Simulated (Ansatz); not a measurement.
AlSb (zinc blende)

```
AlSb
1.0
    0.00000     3.08865     3.08865
    3.08865     0.00000     3.08865
    3.08865     3.08865     0.00000
Sb Al
1 1
Cartesian
  1.54432   1.54432   1.54432
  0.00000   0.00000   0.00000
```

Grid over V/V₀ and (c/a)/(c/a)₀, subscript 0 meaning the relaxed cell; the conventional c axis lies along z; no internal relaxation.

Computed with r2SCAN (plane waves to 500 eV, PAW, scalar-relativistic; Ansatz, a quantum-chemistry and plane-wave program). k mesh 13×13×13 (Γ-centred), Fermi-Dirac smearing 0.05 eV. Compression counts positive. AlSb was relaxed with its symmetry unable to fall. Spin-orbit coupling is left out, though Sb is heavy.

At one point of the scan the stress tensor (GPa) is:

```
  -2.60     0.00     0.00
   0.00    -2.60     0.00
   0.00     0.00    -0.87
```

Question: Which point is it?
A) V/V₀ = 1.020, (c/a)/(c/a)₀ = 1.080
B) V/V₀ = 1.040, (c/a)/(c/a)₀ = 1.000
C) V/V₀ = 1.020, (c/a)/(c/a)₀ = 1.040
D) V/V₀ = 1.040, (c/a)/(c/a)₀ = 0.960

Answer: D, V/V₀ = 1.040, (c/a)/(c/a)₀ = 0.960

(Under strain, the slope of the energy per volume gives the stress and its curvature an elastic modulus.)
